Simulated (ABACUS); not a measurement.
MnS:

```
CELL_PARAMETERS angstrom
0.00000 2.60450 2.60450
2.60450 0.00000 2.60450
2.60450 2.60450 0.00000
ATOMIC_POSITIONS crystal
Mn 0.00000 0.00000 0.00000
S 0.50000 0.50000 0.50000
```

Base run:

* Program: ABACUS 3.10.1
* Functional: PBE
* Potentials or basis: PseudoDojo NC SR 0.4.1 PBE standard
* Cutoff: 1320 eV
* Density cutoff: 5279 eV
* Basis: plane waves
* k mesh: 9 × 9 × 9
* Occupations: fermi-dirac, width 0.05 eV
* Spin: collinear spin, ferromagnetic start
* Starting moments: [4.0, 0.0] μB

Its results: band gap on the k mesh none (metal or under the smearing width); pressure -2.0 GPa; net moment 4.77 μB per cell.

Task: The run is repeated on the same cell with these changes: cutoff from 1320 eV to 1361 eV; density cutoff from 5279 eV to 5442 eV; basis from plane waves to DZP LCAO (the cutoffs set its grid). What comes out?

Result: Band gap on the k mesh none (metal or under the smearing width); pressure -1.5 GPa; net moment 4.76 μB per cell; site moments Mn +4.70; S +0.06 μB.

Caveats: a cell with one magnetic atom can't hold antiferromagnetic order, which such compounds often take; semilocal functionals often make such compounds metallic where correlation or magnetic order opens a gap, which also shifts bond lengths; the atomic orbitals were generated for these runs and aren't a published set (some runs); the basis of atomic orbitals isn't converged, which shifts pressures, moduli and gaps (some runs).

Not every run made on this cell is shown here.
